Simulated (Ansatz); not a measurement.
Mn:

```
Mn
1.0
     2.48365    0.00000    0.00000
    -1.24182    2.15090    0.00000
     0.00000    0.00000    4.02620
Mn
2
Direct
  0.33333 0.66667 0.25000
  0.66667 0.33333 0.75000
```

This isn't the form of Mn at room conditions, which is a 58-atom cubic cell.

Alike in all runs: program Ansatz 0.2.0; functional PBEsol; potentials or basis Ansatz PAW; cutoff 420 eV (not typed: the program's choice for these potentials); k mesh 10 × 10 × 6; occupations fermi-dirac, width 0.05 eV.

Task: Only the start or the spin constraint differs. Which run ends lowest in energy?
A. collinear spin, ferromagnetic start of up to 5 μB; fixed moment 10
B. collinear spin, program default start; fixed moment 0
C. collinear spin, ferromagnetic start of up to 2 μB; fixed moment 4
D. collinear spin, ferromagnetic start of up to 3 μB; fixed moment 6
E. collinear spin, ferromagnetic start of up to 1 μB; fixed moment 2
F. collinear spin, ferromagnetic start of up to 4 μB; fixed moment 8

Result: B.

```tsv
start	free energy over the lowest (meV/atom)	net moment (μB)	site or absolute moments (μB)	gap
collinear spin, ferromagnetic start of up to 4 μB; fixed moment 8	1889.5	8.00	Mn +3.65	-
collinear spin, program default start; fixed moment 0	0.0	0.00	-	-
collinear spin, ferromagnetic start of up to 6 μB; fixed moment 12	9749.5	12.00	Mn +5.00	-
collinear spin, ferromagnetic start of up to 3 μB; fixed moment 6	931.2	6.00	Mn +2.82	-
collinear spin, ferromagnetic start of up to 5 μB; fixed moment 10	4529.9	10.00	Mn +4.36	-
collinear spin, ferromagnetic start of up to 8 μB; fixed moment 16	45066.7	16.00	Mn +6.40	-
collinear spin, ferromagnetic start of up to 2 μB; fixed moment 4	468.7	4.00	Mn +1.89	-
collinear spin, ferromagnetic start of up to 1 μB; fixed moment 2	134.9	2.00	Mn +0.94	-
```

All polarised runs hold their moment fixed, so the table maps the energy against it. A still lower state may exist.

Caveats: the total moment is fixed, so each spin has its own Fermi level.
